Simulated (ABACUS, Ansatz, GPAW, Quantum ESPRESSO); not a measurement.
The bulk modulus of Ni, sorted by core time

```cif
data_structure
_symmetry_space_group_name_H-M 'P 1'
_symmetry_Int_Tables_number 1
_cell_length_a 2.4573
_cell_length_b 2.4573
_cell_length_c 2.4573
_cell_angle_alpha 60.000
_cell_angle_beta 60.000
_cell_angle_gamma 60.000
_cell_volume 10.49
loop_
_atom_site_label
_atom_site_type_symbol
_atom_site_fract_x
_atom_site_fract_y
_atom_site_fract_z
_atom_site_occupancy
Ni1 Ni 0.00000 0.00000 0.00000 1
```

| rung | level | program and potentials | cutoff (eV) | k mesh | smearing | core time | chip | bulk modulus (GPa) | notes |
| --- | --- | --- | --- | --- | --- | --- | --- | --- | --- |
| GGA | PBE | Ansatz, Ansatz PAW (earlier soft set) | 420 | 13 × 13 × 13 | fermi-dirac 0.05 | 14 s | Intel Xeon | 199.8 | - |
| GGA + dispersion | OLYP+D3(zero damping) | GPAW, PAW data sets generated for this functional | 600 | 11 × 11 × 11 | fermi-dirac 0.05 | 94 s | Arm Neoverse V1 | 238.6 | moment up to 0.60 μB a cell |
| GGA + dispersion | BLYP+D3(BJ) | GPAW, PAW data sets generated for this functional | 600 | 11 × 11 × 11 | fermi-dirac 0.05 | 97 s | Arm Neoverse V1 | 214.8 | moment up to 0.58 μB a cell |
| GGA + dispersion | revPBE+D4 | GPAW, the program's PAW data sets (release 1.2.1) made for this functional | 600 | 11 × 11 × 11 | fermi-dirac 0.05 | 1.7 min | Arm Neoverse V2 | 226.0 | moment up to 0.59 μB a cell |
| GGA + dispersion | PBEsol+D3(zero damping) | GPAW, PAW data sets generated for this functional | 600 | 11 × 11 × 11 | fermi-dirac 0.05 | 1.9 min | Arm Neoverse V1 | 251.6 | moment up to 0.59 μB a cell |
| GGA + dispersion | PBEsol+D4 | GPAW, PAW data sets generated for this functional | 600 | 11 × 11 × 11 | fermi-dirac 0.05 | 2.1 min | Arm Neoverse V1 | 246.9 | moment up to 0.59 μB a cell |
| GGA | BP86 | ABACUS, SG15 ONCV 1.2 PBE, plane waves | 1333 | 10 × 10 × 10 | fermi-dirac 0.05 | 3.1 min | Intel Xeon Platinum 8375C Ice Lake | 194.2 | potentials made for PBE; fit through 4 volumes |
| GGA | PBEsol | Quantum ESPRESSO, PseudoDojo 0.4.1 SR PBEsol standard | 1333 | 13 × 13 × 13 | fermi-dirac 0.05 | 4.7 min | Arm Neoverse V2 | 230.2 | moment up to 0.64 μB a cell |
| non-local van der Waals functional | rev-vdW-DF2 | Quantum ESPRESSO, PseudoDojo 0.4.1 SR PBE standard | 1333 | 13 × 13 × 13 | fermi-dirac 0.05 | 13 min | Arm Neoverse V1 | 215.7 | potentials made for PBE; moment up to 0.63 μB a cell |

Times are single runs on shared hosts and different chips, so they are rough; meshes, cutoffs and the tasks' sizes weigh on the time. Task: equation of state. All rows: collinear spin, ferromagnetic start. Smearing widths are in eV. The cell comes from a database and isn't always the measured one. For a metal such meshes aren't converged. Meshes differ between rows, which moves values too. Meshes are those of the run's cell of 1 atom unless a note names another. Runs on faulty files, with rough fits or with known faults for this quantity aren't shown. No row holds spin-orbit coupling.

By rung: GGA 194.2 to 230.2; GGA + dispersion 214.8 to 251.6; non-local van der Waals functional 215.7 (GPa).
